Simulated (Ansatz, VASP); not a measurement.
## AlN: VASP beside Ansatz

Contents of INCAR:

```
PREC = Accurate
ENCUT = 520
EDIFF = 1E-6
ISMEAR = 0
SIGMA = 0.05
LREAL = False
LASPH = True
NELM = 80
ALGO = Normal
ISIF = 2
LWAVE = False
LCHARG = False
NBANDS = 16
```

KPOINTS

```
Automatic mesh
0
Gamma
  9 9 6
```

Contents of POSCAR:

```
AlN
1.0
    3.0887424016      0.0000000000      0.0000000000
   -1.5443712008      2.6749293856      0.0000000000
    0.0000000000      0.0000000000      4.9437688231
Al N
2 2
Direct
    0.3429784478      0.6859568955      0.0015212672
    0.6570215522      0.3140431045      0.5015212672
    0.3247266867      0.6494533735      0.3834787328
    0.6752733133      0.3505466265      0.8834787328
```

Input for Ansatz:

```yaml
crystal:
  lattice:
    - [3.0887424016, 0.0, 0.0]
    - [-1.5443712008, 2.6749293856, 0.0]
    - [0.0, 0.0, 4.9437688231]
  atoms:
    - { symbol: Al, position: [0.3429784478, 0.6859568955, 0.0015212672] }
    - { symbol: Al, position: [0.6570215522, 0.3140431045, 0.5015212672] }
    - { symbol: "N", position: [0.3247266867, 0.6494533735, 0.3834787328] }
    - { symbol: "N", position: [0.6752733133, 0.3505466265, 0.8834787328] }
basis:
  ecutwfc: 520.0
kpoints:
  mp_grid: { grid: [9, 9, 6] }
hamiltonian:
  xc: lda
scf:
  occupations: { method: gaussian, width: 0.05 }
output:
  forces: true
  stress: true
  eigenvalues: true
```

Change from the starting cell: mode 4 frozen in at +0.000 Å and mode 5 at +0.052 Å (largest displacements).

Alike in both runs: task single point; functional LDA; k mesh 9 × 9 × 6; occupations gaussian, width 0.05 eV; no spin polarisation.

|  | VASP | Ansatz |
| --- | --- | --- |
| version | VASP 6.6.1 | Ansatz 0.2.0 |
| potentials or method | VASP PAW LDA potentials, release 64 (Al, N) | scalar-relativistic, plane waves, PAW |
| plane-wave cutoff (eV) | 520 | 520 |
| valence electrons in the cell | 16 | 16 |

```tsv
	VASP	Ansatz	Ansatz less VASP
gap on the k mesh at the Fermi level (eV)	4.39	4.39	-0.005
least direct gap on the mesh (eV)	4.39	4.39	-0.005
pressure (GPa)	0.5	-0.1	-0.59
largest component of the traceless stress (GPa)	0.32	0.34	+0.025
rms of the force components (eV/Å)	0.136	0.136	+0.0001
```

Atom by atom the forces differ by 0.001 eV/Å (rms over components).

Caveats: an odd mesh through Γ misses points on the zone boundary, where band edges often lie.
